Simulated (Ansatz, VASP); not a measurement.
## Cu in VASP and in Ansatz

```xyz
8
Lattice="4.5443 0.0000 0.0000 0.0000 4.5443 0.0000 0.0000 0.0000 4.5443" Properties=species:S:1:pos:R:3 pbc="T T T"
Cu    2.2722    2.2722    2.2722
Cu    0.0000    0.0000    0.0000
Cu    1.1361    0.0000    2.2722
Cu    2.2722    1.1361    0.0000
Cu    2.2722    3.4083    0.0000
Cu    3.4083    0.0000    2.2722
Cu    0.0000    2.2722    3.4083
Cu    0.0000    2.2722    1.1361
```

Alike in both runs: functional r2SCAN; k mesh 8 × 8 × 8; occupations gaussian, width 0.1 eV; no spin polarisation.

Ansatz relaxed the structure, and its values are those at the end. VASP's run is a single point on that final structure, the one shown.

|  | VASP | Ansatz |
| --- | --- | --- |
| version | VASP 6.6.1 | Ansatz 0.2.0 |
| potentials or method | VASP PAW PBE potentials, release 64 (Cu) | scalar-relativistic, plane waves, PAW |
| plane-wave cutoff (eV) | 520 | 500 |
| valence electrons in the cell | 88 | 152 |

Ansatz gave:

```
gap on the k mesh at the Fermi level (eV) : none
pressure (GPa)                            : 0.0
```

Question: Which values does VASP return?

Answer: gap on the k mesh at the Fermi level (eV): none; pressure (GPa): 0.4.

A gap of «none» marks a metal or a gap that the smearing closes. The two sets of potentials don't hold the same shells in valence.

Caveats: the PAW data sets were made with another functional, which shifts forces and pressure a little (VASP).
